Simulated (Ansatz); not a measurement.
# ZnS (Wurtzite-2H): single point with PBE

**Experimental background.**

From a printed reference work, monograph, for a bulk crystal of ZnS at 4 K: band gap 3.911 eV (direct).

The system is ZnS (Wurtzite-2H).

```
Zn S
1.0
     3.81100    0.00000    0.00000
    -1.90550    3.30042    0.00000
     0.00000    0.00000    6.23400
Zn S
2 2
Cartesian
  1.9055 1.1001 3.1170
  0.0000 2.2003 0.0000
  1.9055 1.1001 5.5171
  0.0000 2.2003 2.4001
```

```json
{
 "Program": "Ansatz 0.2.0",
 "Task": "single point",
 "Functional": "PBE",
 "Potentials or basis": "Ansatz PAW",
 "Cutoff": "420 eV (not typed: the program's choice for these potentials)",
 "k mesh": "8 × 8 × 5",
 "Occupations": "gaussian, width 0.02 eV",
 "Spin": "no spin polarisation"
}
```

```
Pressure               : 2.3 GPa
Largest force          : 0.319 eV/Å
Band gap on the k mesh : 2.25 eV, direct
```

Forces in eV/Å, atoms in the order of the input:
```
Zn   0.000  0.000  0.319
Zn   0.000  0.000  0.319
S    0.000  0.000 -0.319
S    0.000  0.000 -0.319
```

Stress tensor (GPa, compression positive):
```
3.01 0.00 0.00
0.00 3.01 0.00
0.00 0.00 0.98
```

Levels at points of the mesh, in eV from the valence-band top:
| k point | band 14 | band 15 | band 16 | band 17 | band 18 | band 19 | band 20 | band 21 | band 22 |
| --- | --- | --- | --- | --- | --- | --- | --- | --- | --- |
| (0.00, 0.00, 0.00) | -0.86 | -0.86 | -0.01 | -0.01 | 0.00 | 2.25 | 2.99 | 6.28 | 6.28 |
| (0.00, -0.50, 0.00) | -4.21 | -3.16 | -2.25 | -1.56 | -0.98 | 3.61 | 4.26 | 5.17 | 7.11 |

It took 5.9 s on 2 threads of Intel(R) Xeon(R) Processor @ 2.50GHz (Skylake/Cascade Lake), on a shared host, peak memory 0.36 GiB.

A measured gap of ZnS is 3.911 eV (direct; 4 K; a printed reference work, monograph); the calculated 2.25 eV misses it by -1.66 eV. The value is that of PBE, without temperature or zero-point motion. Semilocal functionals fall short of measured gaps as a rule.

Caveat: odd divisions of the mesh miss points on the zone boundary, where band edges often lie, so the gap on the mesh can be too wide.
